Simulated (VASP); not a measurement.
The system is SiC.

```
Si C
1.0
     3.07569    0.00000    0.00000
    -1.53785    2.66363    0.00000
     0.00000    0.00000   10.07065
Si C
4 4
Direct
  0.00000 0.00000 0.18789
  0.00000 0.00000 0.68789
  0.33333 0.66667 0.43784
  0.66667 0.33333 0.93784
  0.00000 0.00000 0.00046
  0.00000 0.00000 0.50046
  0.33333 0.66667 0.24980
  0.66667 0.33333 0.74980
```

The cell is a database's computed one.

```yaml
Program: VASP 6.6.1
Task: relaxation of cell and atoms
Functional: PBE
Potentials_or_basis: VASP PAW PBE potentials, release 64 (Si_GW, C_GW)
Cutoff: 630 eV
k_mesh: 10 × 10 × 3
Occupations: fermi-dirac, width 0.05 eV
Spin: no spin polarisation
```

At the start: pressure 4.0 GPa; volume 10.31 Å³/atom.

Problem. Where does the relaxation end?

Solution. Over 3 steps the energy falls by 2.3 meV/atom and the volume is 10.50 Å³/atom (+1.8 %); space group P6_3mc (No. 186, to 0.05 Å).

Step by step:
```csv
step,energy change (eV),largest force (eV/Å),pressure (GPa),volume (Å³)
1,0.0000,0.0059,4.01,82.50
2,0.0015,0.0188,-3.91,85.63
3,-0.0186,0.0069,0.00,84.02
```

Final structure:
```
Si C
1.0
     3.09457    0.00000    0.00000
    -1.54728    2.67997    0.00000
     0.00000    0.00000   10.13041
Si C
4 4
Direct
  0.00000 0.00000 0.18790
  0.00000 0.00000 0.68790
  0.33333 0.66667 0.43783
  0.66667 0.33333 0.93783
  0.00000 0.00000 0.00046
  0.00000 0.00000 0.50045
  0.33333 0.66667 0.24982
  0.66667 0.33333 0.74982
```
